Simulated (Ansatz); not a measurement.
The system is Yb.

```
Yb
1.0
    -2.15148    2.15148    2.15148
     2.15148   -2.15148    2.15148
     2.15148    2.15148   -2.15148
Yb
1
Direct
  0.00000 0.00000 0.00000
```

This isn't the form of Yb at room conditions, which is fcc.

Base run:

| Item | Value |
| --- | --- |
| Program | Ansatz 0.2.0 |
| Functional | PBEsol |
| Potentials or basis | all-electron LAPW, scalar-relativistic |
| Cutoff | 184 eV |
| Density cutoff | 738 eV |
| Basis error allowed | 0.001 eV/atom |
| k mesh | 9 × 9 × 9 |
| Occupations | fermi-dirac, width 0.05 eV |
| Spin | collinear spin, ferromagnetic start |
| Starting moments | [1.0] μB |
| Hubbard terms | Yb f U = 6 eV |

Its results: pressure -1.3 GPa; net moment 0.00 μB per cell.

After a change of settings the same cell gave: pressure -4.6 GPa; net moment 0.00 μB per cell. Which change was it?
A. hubbard terms from Yb f U = 6 eV to none
B. functional from PBEsol to LDA; hubbard terms from Yb f U = 6 eV to none
C. hubbard terms from Yb f U = 6 eV to Yb f U = 8 eV

B.

Caveats: an open f shell can end in a state above the lowest; the magnetic state may not be the lowest (some runs); U is the effective U less J, on atomic orbitals that reach past the spheres (some runs).

Not every run made on this cell is shown here.
